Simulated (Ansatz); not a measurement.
# PbS (Fm-3m): relaxation of the ions from a Python script

Where do the atoms of PbS (Fm-3m) settle in the given cell? Aim: a relaxation of the ions, for PbS (Fm-3m), run from a script.

The COD entry's cell or inner coordinates are ideal or old and differ from later refinements, so a difference from it is no clean test against experiment.

All numbers are computed with Ansatz 0.2.0 through its Python package. Level of theory: DFT PBE, plane waves, PAW.

**1. The system**

The structure is cubic, space group Fm-3m (No. 225). Conventional cell: a = 5.931 Å, b = 5.931 Å, c = 5.931 Å, α = 90.00°, β = 90.00°, γ = 90.00°. Around Pb (site symmetry m-3m) lie 6 S at 2.97 Å. S (site symmetry m-3m) is surrounded by 6 Pb at 2.97 Å.

No structure file is read: the coordinates are typed or built in the script.

**2. Script**

Input file run_relax.py:

```python
import ansatz as az
from ase import Atoms
from ase.io import write
from ase.neighborlist import neighbor_list
import matplotlib.pyplot as plt
import numpy as np

SETTINGS = {
    "kmesh": (5, 5, 5),
    "scf_tol": 1e-08,
    "fmax": 0.02,
}

atoms = Atoms(
    ["Pb", "S"],
    scaled_positions=[
        (0.0, 0.0, 0.0),
        (0.5, 0.5, 0.5),
    ],
    cell=[
        (0.0, 2.96575, 2.96575),
        (2.96575, 0.0, 2.96575),
        (2.96575, 2.96575, 0.0),
    ],
    pbc=True,
)
atoms.rattle(stdev=0.05, seed=91)
xtal = az.Crystal.from_ase(atoms)

calc = (
    xtal.calculation()
    .functional(az.Functional.PBE)
    .pseudopotentials("paw")
    .basis(31 * az.Ry)
    .kpoints(mesh=SETTINGS["kmesh"])
    .occupations(az.OccupationsMethod.FIXED)
    .scf(tolerance=SETTINGS["scf_tol"])
    .relax(force_tolerance=SETTINGS["fmax"], max_steps=40)
    .density_of_states(energy_step=0.05, projected=True)
)
steps = []


def collect(event):
    if event["event"] == "relax_step":
        steps.append(event["data"])


out = calc.session().plan().execute(on_event=collect)
data = out.report
for s in steps:
    flag = "" if s["accepted"] else "  (rejected)"
    print("step %2d  E = %.5f eV  largest force component = %.4f eV/A%s" % (s["step"], s["lagrangian_ev"], s["allowed_force_max_ev_ang"], flag))

first, last = steps[0], steps[-1]
symbols = [site.symbol for site in out.lattice.sites]
print(f"energy gained {first['lagrangian_ev'] - last['lagrangian_ev']:.4f} eV in {len(steps) - 1} steps")

final = Atoms(symbols, positions=last["positions_ang"], cell=out.lattice.cell_ang, pbc=True)
i, j, d = neighbor_list("ijd", final, 4.5)
print("neighbours within 1.15 times the shortest distance of each atom (A)")
for atom in range(len(final)):
    near = [m for m in np.argsort(d) if i[m] == atom]
    shell = [m for m in near if d[m] < 1.15 * d[near[0]]]
    print(f"{symbols[atom]}{atom} ({len(shell)}):", ", ".join(f"{symbols[j[m]]} {d[m]:.3f}" for m in shell))

relaxed = Atoms(symbols, positions=[site.position_ang for site in out.lattice.sites], cell=out.lattice.cell_ang, pbc=True)
write("relaxed.vasp", relaxed, format="vasp")

n_atoms = len(data["lattice"]["sites"])
print("F =", round(data["free_energy_ev"], 4), "eV for", n_atoms, "atoms")
print("E(sigma -> 0) =", round(data["energy_sigma0_ev"], 4), "eV, TS =", round(data["entropy_ts_ev"], 5), "eV")
print("closed by", data["closed_by"], "after", data["n_iterations"], "iterations")

dos = out.density_of_states()
energy = np.asarray(dos.energies_ev) - dos.fermi_ev
projected = out.projected_density_of_states()
fig, ax = plt.subplots(figsize=(5, 3.4))
for name in sorted({site.species for site in projected.sites}):
    curve = sum(np.sum(part.g_bin_mean_per_ev, axis=0) for site in projected.sites if site.species == name for shell in site.shells for part in shell.curves)
    ax.plot(energy, curve, label=name)
    window = (energy > -4) & (energy <= 0)
    print(f"{name}: {curve[window].sum() * (energy[1] - energy[0]):.3f} projected states in the 4 eV under E_F")
ax.set(xlim=(-8, 6), xlabel="E - E_F (eV)", ylabel="states/eV")
ax.legend()
fig.savefig("pdos.png", dpi=100)
```

**3. The input behind the calls**

The package turns the script's settings into the engine's input:

```yaml
crystal:
  lattice:
    - [0.0, 2.96575, 2.96575]
    - [2.96575, 0.0, 2.96575]
    - [2.96575, 2.96575, 0.0]
  atoms:
    - { symbol: Pb, position: [-0.008469513689533492, -0.0008185192381586503, -0.009400160990025825] }
    - { symbol: S, position: [0.5049909888959084, 0.4797370059393214, 0.5156151600856385] }
basis:
  ecutwfc: 421.77648681281397
kpoints:
  mp_grid:
    grid: [5, 5, 5]
hamiltonian:
  xc: pbe
  pseudopotentials:
    kind: paw
scf:
  convergence:
    dr2_threshold: 1.0e-08
  occupations:
    method: fixed
relax:
  f_tol: 0.02
  max_steps: 40
output:
  dos:
    de: 0.05
    projected: true
```

**4. The run**

Command:

```bash
python run_relax.py
```

Q: Predict the main results. Wanted: free energy; moves of the relaxation; energy gained; last largest force component.

**Answer**, as computed:

| quantity | value |
| --- | --- |
| free energy | -12809.5704 eV (-6404.7852 eV/atom) |
| moves of the relaxation | 2 |
| energy gained | 1.9 meV/atom |
| last largest force component | 0.0044 eV/Å |

The relaxation took 2 moves; the largest shift is 0.054 Å. The script had first distorted the structure, so the gain undoes that, in part or whole. Within 0.02 Å the atoms end in space group Fm-3m, from P1 at the start. Reading the output:
- Along an axis with an odd division the mesh misses the point at one half; a gap read on a finite mesh is an upper bound on this functional's gap.
- Spin-orbit coupling, left out here, can change this gap by several tenths of an eV, and inverted bands can meet off the mesh.
- Projections exist only for the shells that the potentials hold, some of them semicore, and samples at single energies can miss narrow peaks.
- Energies along a relaxation are free energies. A last row that repeats the one before re-solves the same geometry more tightly.
- Of the deposited cell: the entry's cell lengths or inner coordinates differ somewhat from later room-temperature determinations.
- The crystal has a gap of about 1.30 eV on the mesh; bins of finite width blur the band edges.
- Spin-orbit coupling, which matters for elements this heavy, is left out.
- The computed bands are complete only to about 5.5 eV above the Fermi level; beyond that the density of states is undercounted.
